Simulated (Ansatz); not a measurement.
Crystal: AlAu2.

```
Au Al
1.0
    -1.67151    1.67151    4.39908
     1.67151   -1.67151    4.39908
     1.67151    1.67151   -4.39908
Au Al
2 1
Direct
  0.34373 0.34373 0.00000
  0.65627 0.65627 0.00000
  0.00000 0.00000 0.00000
```

The cell comes from a database or a generator and needn't be the stable form of this composition.

```yaml
Program: Ansatz 0.2.0
Task: single point
Functional: PBEsol
Potentials_or_basis: Ansatz PAW
Cutoff: "420 eV (not typed: the program's choice for these potentials)"
k_mesh: 11 × 11 × 11
Occupations: fermi-dirac, width 0.05 eV
Spin: no spin polarisation
```

On this cell: pressure -2.3 GPa; largest force 0.055 eV/Å; band gap on the k mesh none (metal or under the smearing width).

The same run follows on a disturbed copy (atoms moved at random, drawn with an rms of 0.05 Å):

```xyz
3
Lattice="-1.6715 1.6715 4.3991 1.6715 -1.6715 4.3991 1.6715 1.6715 -4.3991" Properties=species:S:1:pos:R:3 pbc="T T T"
Au   -0.0090    0.0052    2.9721
Au   -0.0379    0.0234    5.7859
Al   -0.0211   -0.0148   -0.0259
```

**Question.** What does the disturbed cell give?

**Answer.** The energy (extrapolated to zero smearing) moves by +5.3 meV/atom; pressure -2.3 GPa; largest force 0.467 eV/Å; band gap on the k mesh none (metal or under the smearing width).

Forces on the atoms (eV/Å):
```
Au  -0.093  0.017  0.429
Au   0.100 -0.103 -0.444
Al  -0.006  0.086  0.016
```

Stress tensor (GPa, compression positive):
```
-1.52 -0.04 -0.36
-0.04 -1.53  0.24
-0.36  0.24 -3.84
```

Caveats: the PAW data sets come from PBE, with cores solved anew for the run's functional, which leaves a small shift of forces and pressure.
